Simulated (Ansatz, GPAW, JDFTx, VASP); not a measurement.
## InP: programs and potentials compared

```xyz
2
Lattice="0.0000 2.9305 2.9305 2.9305 0.0000 2.9305 2.9305 2.9305 0.0000" Properties=species:S:1:pos:R:3 pbc="T T T"
In    0.0000    0.0000    0.0000
P     4.3957    4.3957    4.3957
```

Alike in all runs: task single point; functional PBEsol; k mesh 8 × 8 × 8; occupations gaussian, width 0.05 eV; no spin polarisation; no spin-orbit coupling. Pressure is positive in compression and, in plane waves, holds the error of the finite cutoff, which Ansatz's Pulay term estimates and takes out.

| program and potentials | plane-wave cutoff (eV) | notes | band gap (eV) | pressure (GPa) |
| --- | --- | --- | --- | --- |
| Ansatz, Ansatz PAW | 420 | potentials made for PBE, which Ansatz adapts in part; Pulay term of +0.04 GPa included | 0.62 | 0.60 |
| JDFTx, PseudoDojo-SR-PBEsol-0.4.1-standard with smoothed tails | 952 | - | 0.61 | 0.70 |
| VASP, PBE PAW files In_d, P, 520 eV | 520 | potentials made for PBE | ? | ? |
| GPAW, PAW data sets generated for this functional | 600 | - | 0.61 | 0.36 |
| Ansatz, all-electron LAPW, scalar-relativistic | - | - | 0.61 | 0.60 |

Task: Estimate from the other rows what the run with VASP, PBE PAW files In_d, P, 520 eV gave.

Result: Band gap 0.61 eV; pressure 0.58 GPa. The other rows, which needn't bracket it: band gap 0.61 to 0.62; pressure 0.36 to 0.70.
